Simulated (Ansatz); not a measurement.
# Tungsten, simple cubic under revPBE: ground state and equation of state

The plan for tungsten in the simple cubic structure: relax it, solve it on a dense k-mesh, then scale the cell to 7 volumes from 88 to 112 % of the relaxed one and try a fit of the equation of state. Spin polarisation is left out. The k-meshes are 12×12×12 for the relaxation; 19×19×19 for the dense run; 13×13×13 for the volumes.

This is W in the simple cubic structure; at room conditions it is bcc.

Method: DFT revPBE, plane waves (420 eV) with PAW, scalar-relativistic; PAW files made under PBE, frozen cores solved again for the functional, in Ansatz 0.2.0.

## Step 1: Starting point

It takes space group Pm-3m (No. 221, cubic). The conventional cell has a = 2.577 Å, b = 2.577 Å, c = 2.577 Å, α = 90.00°, β = 90.00°, γ = 90.00°. W (site symmetry m-3m) is surrounded by 6 W at 2.58 Å.

Coordinates:

```
CELL_PARAMETERS angstrom
2.57708 0.00000 0.00000
0.00000 2.57708 0.00000
0.00000 0.00000 2.57708
ATOMIC_POSITIONS crystal
W 0.00000 0.00000 0.00000
```

## Step 2: Relaxing cell and atoms

Contents of input.yaml:

```yaml
crystal:
  lattice:
    - [2.5770789429, 0.0, 0.0]
    - [0.0, 2.5770789429, 0.0]
    - [0.0, 0.0, 2.5770789429]
  atoms:
    - { symbol: W, position: [0.0, 0.0, 0.0] }
hamiltonian:
  xc: revpbe
  pseudopotentials:
    kind: paw
    azcp:
      W: "pseudopotentials/W.paw.azcp"
basis:
  ecutwfc: 420
  fft_grid_basis: typed
kpoints:
  mp_grid: { grid: [12, 12, 12], shift: [0, 0, 0] }
magnetization:
  spin_polarized: false
scf:
  occupations: { method: fermi_dirac, width: 0.1 }
relax:
  max_steps: 60
  f_tol: 0.01
  cell: {}
output:
  write_density: true
  write_potential: true
  elf: true
  volumetric_format: npy
```

The runs that follow: The energy on a finer k-mesh; Equation of state: 88 %; Equation of state: 92 %; Equation of state: 96 %; Equation of state: 100 %; Equation of state: 104 %; Equation of state: 108 %; Equation of state: 112 %.

**Question.** What will these runs give? Wanted: space group; conventional cell; volume; shortest distance; gap on the mesh; relative to bcc; V₀, B₀, B₀′.

**Answer**, as computed:

| quantity | value |
| --- | --- |
| space group (spins left aside) | Pm-3m (No. 221) |
| conventional cell | a = 2.647 Å |
| volume | 18.538 Å³/atom |
| shortest distance | 2.647 Å |
| gap on the mesh | none (levels filled in part) |
| relative to bcc | +1437 meV/atom |
| V₀, B₀, B₀′ | 18.452 Å³/atom, 209 GPa, 4.3 |

What this shows: From the guessed start the volume grew by 8.3 % in 5 steps. It lies 1437 meV/atom above the element's reference form at the same level (bcc, from a run of its own). Levels at the Fermi energy are filled in part, as in a metal. The fitted modulus is 209 GPa. The symmetry was held, so the structure may be unstable against distortions that break it.
